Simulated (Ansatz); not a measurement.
# O under changes of volume

One of the cells (17.288 Å³/atom); the others are scaled copies at fixed shape and fractional positions:

```
O
1.0
     2.85140   -1.66242    0.00000
     2.85140    1.66242    0.00000
    -2.39449    0.00000    3.64705
O
2
Direct
  0.97455 0.97455 0.84443
  0.02545 0.02545 0.15557
```

```yaml
Program: Ansatz 0.2.0
Functional: r2SCAN
Potentials_or_basis: Ansatz PAW
Cutoff: "500 eV (not typed: the program's choice for these potentials)"
k_mesh: 10 × 10 × 7
Occupations: fermi-dirac, width 0.05 eV
Spin: no spin polarisation
```

```csv
volume (Å³/atom),energy over the lowest point (meV/atom),pressure (GPa),largest force (eV/Å)
16.251,0.00,-1.5,0.806
16.596,5.06,-2.7,0.226
16.942,?,?,?
17.288,22.26,-4.7,1.034
17.634,33.93,-5.6,1.553
17.979,47.38,-6.4,2.041
18.325,62.41,-7.1,2.498
```

Q: What does the run at 16.942 Å³/atom give?

A: Energy over the lowest point 12.56 meV/atom; pressure -3.8 GPa; largest force 0.491 eV/Å.

Worked out: A Birch-Murnaghan fit of order 3 (a polynomial in V^(-2/3)) to the other rows has its minimum at 15.80 Å³/atom, just outside them, with B0 = V·E''(V) = 66 GPa and B' = 3.9 at fixed shape and positions, which overstates the stiffness. It gives 12.56 meV/atom at 16.942 Å³/atom, against the run's 12.56, and -dE/dV = -4.0 GPa, against -3.8.

Energies are extrapolated to zero smearing.

Caveats: spin is off for a triplet molecule; the PAW data sets come from PBE, with cores solved anew for the run's functional, which leaves a small shift of forces and pressure; forces of over 1 eV/Å show positions far from the minimum, so gaps and moduli don't describe the material at rest (some runs).
